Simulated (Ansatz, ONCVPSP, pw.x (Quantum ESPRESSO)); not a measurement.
**pw.x on diamond Si: one setting changed**

Potential: optimised norm-conserving Vanderbilt (ONCV), ONCVPSP 4.0.1.1 (patched build), PBEsol; core [Ne], reference 3s2; waves: 3s: rc 1.60 bohr, ncon 4, nbas 7, qcut 3.3 1/bohr, 2 projectors, debl 2.4 Ha; p scattering state at 0.25 Ha: rc 1.65 bohr, ncon 4, nbas 7, qcut 5.3 1/bohr, 2 projectors, debl 2.7 Ha; d scattering state at 0.4 Ha: rc 1.40 bohr, ncon 5, nbas 8, qcut 7.2 1/bohr, 1 projector; local part: polynomial inside 1.15 bohr (lpopt 5, dvloc0 2 Ha); core correction: none. In the p channel the program set the typed energies aside and used 0.050, 2.750 Ha.

The reference run (k-mesh 9³, cutoffs 95/380 Ry, Fermi–Dirac 0.01 Ry, mixing_beta 0.4, conv_thr 1e-9, no spin) gives -0.97 GPa at 20.005 Å³/atom, where all-electron LAPW gives 0.14 GPa. This run, with its own iteration cap, changes degauss to 0.02.

```
&control
  calculation='scf', prefix='x', pseudo_dir='./', outdir='./tmp', tstress=.true., disk_io='none'
/
&system
  ibrav=0, nat=2, ntyp=1, ecutwfc=95, ecutrho=380, nbnd=11,
  occupations='smearing', smearing='fd', degauss=0.02
/
&electrons
  conv_thr=1e-09, mixing_beta=0.4, electron_maxstep=60
/
ATOMIC_SPECIES
Si 1.0 Si.UPF
CELL_PARAMETERS angstrom
  0.00000000 2.71464380 2.71464380
  2.71464380 0.00000000 2.71464380
  2.71464380 2.71464380 0.00000000
ATOMIC_POSITIONS crystal
Si 0.0000 0.0000 0.0000
Si 0.2500 0.2500 0.2500
K_POINTS automatic
9 9 9 0 0 0
```

```bash
pw.x < Si.scf.in > Si.scf.out
```

Q: How does the run end?

A: It converges in 9 iterations; the free energy moves by -6.4 meV/atom and the pressure by -0.07 GPa. In a metal, with Fermi–Dirac smearing, F lies below its zero-width value by a term in the square of the width.

```
Message from routine setup:
     using ibrav=0 with symmetry is DISCOURAGED, use correct ibrav instead
     lattice parameter (alat)  =       7.2548  a.u.
     unit-cell volume          =     270.0009 (a.u.)^3
     number of electrons       =         8.00
     number of Kohn-Sham states=           11
     kinetic-energy cutoff     =      95.0000  Ry
     charge density cutoff     =     380.0000  Ry
     scf convergence threshold =      1.0E-09
     Exchange-correlation= PBESOL
     number of k points=    35  Fermi-Dirac smearing, width (Ry)=  0.0200
     iteration #  1     ecut=    95.00 Ry     beta= 0.40
     total energy              =     -15.83349370 Ry
     estimated scf accuracy    <       0.34674203 Ry
     iteration #  2     ecut=    95.00 Ry     beta= 0.40
     total energy              =     -15.80263574 Ry
     estimated scf accuracy    <       0.09412411 Ry
     iteration #  3     ecut=    95.00 Ry     beta= 0.40
     total energy              =     -15.81160935 Ry
     estimated scf accuracy    <       0.00228137 Ry
     iteration #  4     ecut=    95.00 Ry     beta= 0.40
     c_bands:  1 eigenvalues not converged
     total energy              =     -15.81143274 Ry
     estimated scf accuracy    <       0.00207641 Ry
     iteration #  5     ecut=    95.00 Ry     beta= 0.40
     total energy              =     -15.81164900 Ry
     estimated scf accuracy    <       0.00000064 Ry
     iteration #  6     ecut=    95.00 Ry     beta= 0.40
     c_bands:  1 eigenvalues not converged
     total energy              =     -15.81165457 Ry
     estimated scf accuracy    <       0.00000089 Ry
     iteration #  7     ecut=    95.00 Ry     beta= 0.40
     total energy              =     -15.81165465 Ry
     estimated scf accuracy    <          2.6E-09 Ry
     iteration #  8     ecut=    95.00 Ry     beta= 0.40
     total energy              =     -15.81165466 Ry
     estimated scf accuracy    <          3.7E-09 Ry
     iteration #  9     ecut=    95.00 Ry     beta= 0.40
     the Fermi energy is     6.3420 ev
!    total energy              =     -15.81165466 Ry
     estimated scf accuracy    <          6.5E-12 Ry
     smearing contrib. (-TS)   =      -0.00349617 Ry
     The total energy is F=E-TS. E is the sum of the following terms:
     one-electron contribution =       4.69102206 Ry
     hartree contribution      =       1.07798374 Ry
     xc contribution           =      -4.77601630 Ry
     ewald contribution        =     -16.80114799 Ry
     convergence has been achieved in   9 iterations
          total   stress  (Ry/bohr**3)                   (kbar)     P=      -10.33
     Message from routine punch:
     Nothing written, as per user request (disk_io='none')
```

The run took about 51 s on one core of a shared host (Neoverse-N1, 64 threads, 124 GiB, load 60).
